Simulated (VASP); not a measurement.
TePb, 2 atoms in the cell. The structure is cubic, space group Fm-3m (No. 225). The conventional cell has a = 6.462 Å, b = 6.462 Å, c = 6.462 Å, α = 90.00°, β = 90.00°, γ = 90.00°. Pb (site symmetry m-3m) is surrounded by 6 Te at 3.23 Å. Te (site symmetry m-3m) has 6 Pb at 3.23 Å as nearest neighbours. 

* Program: VASP 6.6.1
* Task: relaxation of cell and atoms
* Functional: PBEsol
* Dispersion: D4
* Potentials or basis: VASP PAW PBE potentials, release 64 (Pb_d, Te)
* Cutoff: 600 eV
* k mesh: 7 × 7 × 7
* Occupations: fermi-dirac, width 0.05 eV
* Spin: no spin polarisation
* Further INCAR settings: ALGO = Normal; EDIFF = 1e-06; IBRION = 2; EDIFFG = -0.01; NSW = 40; ISIF = 3

Potentials or basis: VASP PAW PBE potentials, release 64 (Pb_d, Te).

Run with:

```console
$ cat potpaw_PBE.64/Pb_d/POTCAR potpaw_PBE.64/Te/POTCAR > POTCAR
$ mpirun -np 1 vasp_std > vasp.out
```

Hardware: 1 thread of Intel(R) Xeon(R) 6975P-C (Granite Rapids), on a shared host.

Task: How long does it take, and how much memory?

Result: Run time: 29 s on 1 thread of Intel(R) Xeon(R) 6975P-C (Granite Rapids), with other jobs on the host, peak memory 0.25 GiB. Counts: scf iterations 27, k points 20, ion steps 3.
